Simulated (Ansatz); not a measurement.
Ge: the change of pressure with volume scale

Periodic Kohn-Sham DFT of a crystal at fixed atoms, scaled to volume_scale times the given cell; pressure positive in compression, energy less spherical unpolarised free atoms, largest_vzz the field gradient of largest size among the nuclei. The results are calculated, by Ansatz 0.2.0.

The cell before it is scaled or strained (space group Im-3m, No. 229):
```
cell vectors (Å)
  -1.6852     1.6852     1.6852
   1.6852    -1.6852     1.6852
   1.6852     1.6852    -1.6852
atoms (fractions of the cell vectors)
Ge  0.00000  0.00000  0.00000
```

Settings of every row: method frozen-core PAW; functional PBE; relativity scalar; k mesh 20x20x20; filling fermi-dirac; smearing width 0.03 eV; wave cutoff 420 eV; paw set soft_2.

Atom start moment: 0 on all atoms.

Limits: the cell comes from a prototype or a list of computed structures and needn't be the stable phase.

| row | volume scale | V (Å³/atom) | pressure (GPa) |
| --- | --- | --- | --- |
| 1 | 0.96 | 18.377 | 2.96 |
| 2 | 0.98 | 18.76 | ? |
| 3 | 1 | 19.143 | -0.003 |
| 4 | 1.02 | 19.526 | -1.23 |
| 5 | 1.04 | 19.909 | -2.304 |

Question: what pressure should row 2 give?

Worked fit of pressure. Take u = (V_r/V)^(2/3) − 1 with V_r = 19.334 Å³ an atom, which is twice the finite (Eulerian) strain; such expansions in the strain, on which the Birch-Murnaghan equation of state is built, carry the rest volume and the bulk modulus. The shown rows have u = 0.03442, 0.00664, -0.00657, -0.01935. Least squares give pressure = −0.6344 + 92.818 × u + 337.36 × u² GPa; a straight line predicts inner rows, each left out in turn, worse (root mean square 0.15 against 0.00067 GPa). All shown rows lie on it to the printed digit. The pressure vanishes at u = 0.0067, or V = 19.14 Å³ an atom, and there the bulk modulus at fixed shape and fractions is B = −V dP/dV = (2/3)(1 + u) dP/du = 65.3 GPa. The withheld row has u = 0.0203, so the fit gives −0.6344 + 92.818 × (0.0203) + 337.36 × (0.0203)² = 1.389 GPa.

The calculation gave 1.393 GPa. The fit lies 0.004 GPa (0.076 % of the column's range) below it; its largest miss of a shown row is 0.000 GPa.
